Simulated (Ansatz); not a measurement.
# diamond against fcc along group 14

Level of theory: Ansatz, DFT, BLYP, plane waves (420 eV) with PAW, scalar-relativistic. (PAW data from PBE, frozen cores regenerated.)

Each structure is relaxed within its symmetry, in the lowest magnetic state of the tried starts. Differences under about 8 meV lie within the error of the k-point mesh.

| element | E(diamond) − E(fcc) (meV/atom) | V(diamond) (Å³/atom) | V(fcc) (Å³/atom) | state of diamond | state of fcc |
| --- | --- | --- | --- | --- | --- |
| C | -4466 | 5.82 | 8.22 | spin not included | spin not included |
| Si | -961 | 21.17 | 16.60 | spin not included | spin not included |
| Ge | -502 | 25.59 | 21.83 | spin not included | spin not included |
| Pb | 67 | 47.40 | 34.73 | spin not included | spin not included |
